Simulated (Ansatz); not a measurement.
# Moving the Hubbard U on Ti d in TiO

```cif
data_structure
_symmetry_space_group_name_H-M 'P 1'
_symmetry_Int_Tables_number 1
_cell_length_a 4.9891
_cell_length_b 4.9891
_cell_length_c 2.8733
_cell_angle_alpha 90.000
_cell_angle_beta 90.000
_cell_angle_gamma 120.000
_cell_volume 61.94
loop_
_atom_site_label
_atom_site_type_symbol
_atom_site_fract_x
_atom_site_fract_y
_atom_site_fract_z
_atom_site_occupancy
Ti1 Ti 0.00000 0.00000 0.00000 1
Ti2 Ti 0.33333 0.66667 0.50000 1
Ti3 Ti 0.66667 0.33333 0.50000 1
O1 O 0.00000 0.39444 0.00000 1
O2 O 0.39444 0.00000 0.00000 1
O3 O 0.60556 0.60556 0.00000 1
```

The cell comes from a database or a generator and needn't be the stable form of this composition.

Kept alike: task band structure; functional PBEsol; k mesh 6 × 6 × 9; occupations fermi-dirac, width 0.05 eV; no spin polarisation. Program: Ansatz, Ansatz PAW, cutoff 420 eV. The mesh is that of the run's cell of 6 atoms. No spin-orbit coupling.

| run | pressure (GPa) |
| --- | --- |
| A | -1.30 |
| B | 6.08 |
| C | -4.39 |
| D | 30.24 |
| E | 2.71 |
| F | -2.91 |
| G | -5.77 |
| H | 0.50 |

Pressure is positive in compression, with a Pulay correction for the finite cutoff. U acts here on a shell without spin polarisation. For a metal such a mesh leaves the last digits unconverged. How U acts hangs on the program's projectors. All rows use potentials made for PBE. U is the effective U - J on orthogonalised atomic projectors. Double counting: fully localised limit (the default).

Task: The runs differ in the Hubbard U on Ti d alone: 0; 1; 2; 3; 4; 5; 6; 8 eV. Which run is which?

Result: Run A is 3 eV; run B is 6 eV; run C is 1 eV; run D is 8 eV; run E is 5 eV; run F is 2 eV; run G is 0 eV; run H is 4 eV. The pressure rises from -5.77 to 30.24 GPa between 0 and 8 eV. Its step between 6 and 8 is the steepest for its width, which can mark a change of electronic state.
